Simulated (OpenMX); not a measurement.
The system is SiO2 (Cristobalite).

```
Si O
1.0
     4.98200    0.00000    0.00000
     0.00000    4.98200    0.00000
     0.00000    0.00000    6.96300
Si O
4 8
Direct
  0.79897 0.20103 0.75000
  0.70103 0.70103 0.50000
  0.20103 0.79897 0.25000
  0.29897 0.29897 0.00000
  0.10347 0.23989 0.82187
  0.26011 0.60347 0.07187
  0.89653 0.76011 0.32187
  0.73989 0.39653 0.57187
  0.60347 0.26011 0.92813
  0.76011 0.89653 0.67813
  0.39653 0.73989 0.42813
  0.23989 0.10347 0.17813
```

```yaml
Program: OpenMX 3.8.5
Task: single point
Functional: PBE
Potentials_or_basis: OpenMX 2013 PBE set, Si7.0-s2p2d1, O6.0-s2p2d1, grid cutoff 400 Ry
k_mesh: 7 × 7 × 5
Occupations: fermi-dirac, width 0.05 eV
Spin: no spin polarisation
```

On this cell: pressure 10.2 GPa; largest force 0.858 eV/Å; band gap on the k mesh 6.20 eV, direct.

The same run follows on a disturbed copy (atoms moved at random, drawn with an rms of 0.05 Å):

```
Si O
1.0
     4.98200    0.00000    0.00000
     0.00000    4.98200    0.00000
     0.00000    0.00000    6.96300
Si O
4 8
Cartesian
  3.9877 0.9988 5.2030
  3.4573 3.5152 3.4899
  1.0546 3.9926 1.7266
  1.4887 1.4509 -0.0121
  0.4931 1.1745 5.7505
  1.3401 3.0531 0.4400
  4.5068 3.7845 2.2025
  3.6640 1.9690 3.9860
  3.0088 1.3025 6.4392
  3.8036 4.4830 4.7210
  1.9606 3.6526 2.9135
  1.2136 0.5654 1.2394
```

Q: What changes?

A: The energy moves by +33.7 meV/atom; pressure 10.7 GPa; largest force 4.199 eV/Å; band gap on the k mesh 6.04 eV, direct.

Forces in eV/Å, atoms in the order of the input:
```
Si  -0.355  0.789  0.945
Si   2.020 -0.662 -1.585
Si  -2.527  0.546 -3.179
Si   0.885  2.963 -0.320
O    0.393 -0.240 -1.342
O    0.154 -0.616 -0.859
O   -1.868 -0.143  0.992
O   -0.341  0.908 -1.502
O    0.170 -0.041  0.689
O   -0.228 -1.559  0.058
O    2.052 -0.667  3.602
O   -0.362 -1.276  2.504
```

Caveats: an odd mesh through Γ misses points on the zone boundary, where band edges often lie; the cell was measured hot, at 340 K; the basis of atomic orbitals isn't converged, which shifts pressures, moduli and gaps.
